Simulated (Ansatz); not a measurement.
Ir: energy along a strain

Ir, Fm-3m, a = 3.839 Å (as given, not relaxed at this level: 9.1 GPa). Ansatz: PBE, PAW, 420 eV, Γ-centred 22×22×22 mesh on 1 atom, Gaussian smearing 0.15 eV; no spin polarisation. Cell vectors (Å): 0.000 1.920 1.920; 1.920 0.000 1.920; 1.920 1.920 0.000. The cell is strained by x per cent times the pattern (0 0 1 0 0 0) in the order xx yy zz yz xz xy (engineering shears), with fractional coordinates held. y is the free energy over the start, V0 = 14.149 Å³/atom.

```
x (%) y (meV/atom)
-6.00        164.62
-4.50         99.57
-3.00         51.39
-1.50         18.67
 0.00          0.00
 1.50         -5.92
 3.00         -0.26
 4.50         15.88
 5.25         27.55
 6.00             ?
```

Fit y = c1 x + c2 x² + c3 x³ to the other rows, get the stiffness along the pattern, and predict the missing energy.

Least squares on the rows shown. y = −8.0336 x + 2.8550 x² − 0.062735 x³. The clamped-ion stiffness p·C·p = 2 × 28.55 eV × 160.2 / 14.149 Å³ = 647 GPa, which is C33 in these axes (C11 of the cubic crystal) (second derivative at the start, which stands under stress). At x = 6.00 the fit asked for gives 41.03 meV/atom. The run gave 41.43 meV/atom, so the fit is 0.40 meV/atom too low, 0.23 % of the span of the series, against an rms of 0.10 meV/atom on the fitted rows. The row lies outside the fitted range. With a term in x⁴ added, a fit to the same known rows predicts 41.48 meV/atom, so most of the miss is curvature that the known rows already hold.

Spin–orbit coupling is left out, which can shift energies with elements as heavy as these.